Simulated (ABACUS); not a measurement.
Write the native input for ABACUS 3.10.1 that does the following.

| Property | Result |
| --- | --- |
| Task | single point |
| Functional | PBE |
| Potentials or basis | PseudoDojo NC SR 0.4.1 PBE standard, lanthanides 3+ (f in core) |
| Cutoff | 1361 eV |
| Density cutoff | 5442 eV |
| Basis | TZDP LCAO (the cutoffs set its grid) |
| k mesh | 9 × 9 × 9 |
| Occupations | fermi-dirac, width 0.05 eV |
| Spin | collinear spin, ferromagnetic start |
| Starting moments | [1.0] μB |
| Orbital files | Ho Ho_confined-atom_8au_4s3p3d1f.orb |
| Radial cutoff of the potentials (pseudo_rcut) | 10 bohr |
| SCF threshold on the density | 1e-07 |
| Max SCF steps | 100 |
| Eigensolver | genelpa |
| Mixing | broyden |
| Mixing share | 0.4 |
| Symmetry key | 1 |

The system is Ho.

```
Ho
1.0
    -1.99052    1.99052    1.99052
     1.99052   -1.99052    1.99052
     1.99052    1.99052   -1.99052
Ho
1
Direct
  0.00000 0.00000 0.00000
```

This isn't the form of Ho at room conditions, which is hcp.

One way to write it, as run:

INPUT

```
INPUT_PARAMETERS
suffix              Ho
calculation         scf
basis_type          lcao
pseudo_dir          ./
orbital_dir         ./
symmetry            1
dft_functional      pbe
ecutwfc             100
pseudo_rcut         10
nspin               2
nbands              10
ks_solver           genelpa
smearing_method     fd
smearing_sigma      0.00367493
scf_thr             1e-07
scf_nmax            100
mixing_type         broyden
mixing_beta         0.4
cal_force           1
cal_stress          1
out_mul             1
out_chg             1
out_pot             2
out_elf             1
```

STRU

```
ATOMIC_SPECIES
Ho 164.9303 Ho.upf

NUMERICAL_ORBITAL
Ho_confined-atom_8au_4s3p3d1f.orb

LATTICE_CONSTANT
1.8897261246

LATTICE_VECTORS
-1.9905175072 1.9905175072 1.9905175072
1.9905175072 -1.9905175072 1.9905175072
1.9905175072 1.9905175072 -1.9905175072

ATOMIC_POSITIONS
Direct

Ho
0.0
1
0.0000000000 0.0000000000 0.0000000000 1 1 1 mag 0
```

KPT

```
K_POINTS
0
Gamma
9 9 9 0 0 0
```

Potentials or basis: PseudoDojo NC SR 0.4.1 PBE standard, lanthanides 3+ (f in core), TZDP LCAO (the cutoffs set its grid).

The run is started by

```console
$ OMP_NUM_THREADS=1 mpirun -np 4 abacus > log
```

Results of the run:

The band gap on the k mesh is none (metal or under the smearing width), the net moment is 0.00 μB per cell and the absolute moment is 0.00 μB per cell.

Caveat: the atomic orbitals were generated for these runs and aren't a published set; the magnetic or orbital state may not be the lowest; all typed moments are zero, and the program then starts from 1 μB on every atom; spin-orbit coupling is left out, which moves the levels of the heavy elements; the 4f electrons are frozen in the core as for a trivalent ion, so they carry no moment and show no levels; the basis of atomic orbitals isn't converged, which shifts pressures, moduli and gaps.

It took 28 s on 4 MPI ranks on AMD EPYC 7B13 (Zen 3) (shared host), peak memory 0.48 GiB a rank.
